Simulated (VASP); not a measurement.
The system is MoP.

```xyz
2
Lattice="3.2230 0.0000 0.0000 -1.6115 2.7912 0.0000 0.0000 0.0000 3.1910" Properties=species:S:1:pos:R:3 pbc="T T T"
Mo    0.0000    0.0000    0.0000
P     0.0000    1.8608    1.5955
```

- Program: VASP 6.6.1
- Task: relaxation of cell and atoms
- Functional: PBEsol
- Potentials or basis: VASP PAW PBE potentials, release 64 (Mo_sv, P)
- Cutoff: 600 eV
- k mesh: 15 × 15 × 11
- Occupations: methfessel-paxton, width 0.1 eV
- Spin: no spin polarisation

At the start: pressure -3.5 GPa; volume 14.35 Å³/atom.

Q: Where does the relaxation end?

A: Over 3 steps the energy falls by 2.3 meV/atom and the volume is 14.15 Å³/atom (-1.4 %); space group P-6m2 (No. 187, to 0.05 Å).

The path:
```
step  energy change (eV)  largest force (eV/Å)  pressure (GPa)  volume (Å³)
   1              0.0000                0.0000           -3.45        28.71
   2              0.0171                0.0000            8.10        27.44
   3             -0.0046                0.0000           -0.04        28.30
```

Final structure:
```yaml
crystal:
  lattice:
    - [3.20944, 0.00000, 0.00000]
    - [-1.60472, 2.77946, 0.00000]
    - [0.00000, 0.00000, 3.17246]
  atoms:
    - { symbol: Mo, position: [0.00000, 0.00000, 0.00000] }
    - { symbol: P, position: [0.33333, 0.66667, 0.50000] }
```

Caveat: the PAW data sets were made with another functional, which shifts forces and pressure a little.
